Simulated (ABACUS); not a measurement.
Here is an ABACUS 3.10.1 calculation.

Contents of INPUT:

```
INPUT_PARAMETERS
suffix              CuI
calculation         scf
basis_type          pw
pseudo_dir          ./
symmetry            1
dft_functional      pbesol
ecutwfc             92
pseudo_rcut         7
nspin               1
nbands              38
ks_solver           dav
smearing_method     fd
smearing_sigma      0.00367493
scf_thr             1e-08
scf_nmax            100
mixing_type         broyden
mixing_beta         0.7
cal_force           1
cal_stress          1
out_chg             1
kpar                4
```

File STRU:

```
ATOMIC_SPECIES
I 126.9045 I.upf
Cu 63.5460 Cu.upf

LATTICE_CONSTANT
7.7293505951

LATTICE_VECTORS
1.0000000000 0.0000000000 0.0000000000
0.0000000000 1.0000000000 0.0000000000
0.0000000000 0.0000000000 1.6017466487

ATOMIC_POSITIONS
Cartesian

I
0.0
2
0.0000000000 0.5000000000 1.1901527960 1 1 1
0.5000000000 0.0000000000 0.4115938527 1 1 1

Cu
0.0
2
0.0000000000 0.0000000000 0.0000000000 1 1 1
0.5000000000 0.5000000000 0.0000000000 1 1 1
```

The input KPT:

```
K_POINTS
0
Gamma
6 6 3 0 0 0
```

Potentials or basis: PseudoDojo NC SR 0.5 PBE standard, plane waves.

Run with:

```sh
$ OMP_NUM_THREADS=1 mpirun -np 4 abacus > log
```

(1) Predict the band gap on the k mesh.

(2) Estimate the largest force.

(3) Estimate the pressure.

## Answers

(1) 1.44 eV, direct.

(2) 0.262 eV/Å.

(3) -1.9 GPa.

Caveat: the potentials were made for another functional, which shifts forces and pressure; spin-orbit coupling is left out, which moves the levels of the heavy elements; this functional lacks dispersion, which binds the layers, so the pressure and a relaxed spacing across them are unreliable.
